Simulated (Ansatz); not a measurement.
Ansatz input file:

```yaml
crystal:
  lattice:
    - [4.0304073085, 0.0, 0.0]
    - [0.0, 4.0304073085, 0.0]
    - [0.0, 0.0, 3.7414317649]
  atoms:
    - { symbol: Ba, position: [0.5, 0.5, 0.5] }
basis:
  ecutwfc: 420
kpoints:
  mp_grid: { grid: [10, 10, 12] }
hamiltonian:
  xc: pbe
scf:
  occupations: { method: gaussian, width: 0.1 }
output:
  forces: true
  stress: true
  eigenvalues: true
```

Command:
```bash
ansatz run input.yaml --threads 1 --pin off --max-ram 1331MiB --backend cpu --events-out ev --progress --plain --runs-dir out
```

Level of theory: DFT PBE, scalar-relativistic, plane waves, PAW in Ansatz 0.2.0.

Abridged output (final results; tables in files aren't shown):

```
SCF 1 converged in 7 iterations: F = -5949.213243 eV  dr2 = 1.57e-9
SCF converged after 7 iterations
Free energy (F): -5949.213243 eV
Harris-Foulkes:  -5949.213243 eV  (|F-HF|=4.72e-10)
Internal energy: -5949.209336 eV  (E = F + TS)
E sigma→0 (E₀):  -5949.211289 eV
Entropy (-TS):   -0.003907 eV (-3.907 meV/atom)
Fermi energy:    6.010519 eV
--- Per-component energies (eV) ---
  E_band       = -84.687085
  E_kinetic    = 166.924373
  E_local      = -385.084997  (includes V_loc(G=0)·N_el)
  E_nonlocal   = 57.159040
  E_hartree    = 123.024076
  E_xc         = -166.776515
  E_vxc        = -133.963086  (∫ρ·V_xc dr)
  E_paw        = -5225.850826  (= ΣΔE_a)
  E_vpaw       = -35.771172  (= ΣTr[D̂ρ^β])
  E_aug_tail   = -0.000002  (compensation charges beyond the density's cutoff)
  E_ewald      = -518.604484
  E_smearing   = -0.003907  (= −TS)
--- Forces (eV/Å), atoms counted from 1 ---
  atom   1  Ba     0.00000000     0.00000000     0.00000000
--- Stress (GPa, compression-positive) ---
       -0.720134       0.000000       0.000000
        0.000000      -0.720134       0.000000
        0.000000       0.000000       1.850238
  P = ⅓ Tr σ = 0.1367 GPa (1.367 kbar)
--- Band table (eV; the first three rows and the last of 147) ---
  k-point 0: bands = ["-23.1107", "-7.9918", "-7.9918", "-7.7765", "3.4699", "6.0425", "6.0732", "10.6326", "11.1675"]
  k-point 1: bands = ["-23.1036", "-7.9843", "-7.9843", "-7.8578", "3.5893", "6.1158", "6.1970", "10.6005", "10.6005"]
  k-point 2: bands = ["-23.0843", "-8.0719", "-7.9636", "-7.9636", "3.9089", "6.2385", "6.6311", "9.8556", "9.8556"]
  k-point 146: bands = ["-22.9148", "-8.6825", "-8.3599", "-8.3599", "5.8065", "5.8065", "6.3375", "9.4152", "11.6092"]
```

The run converged.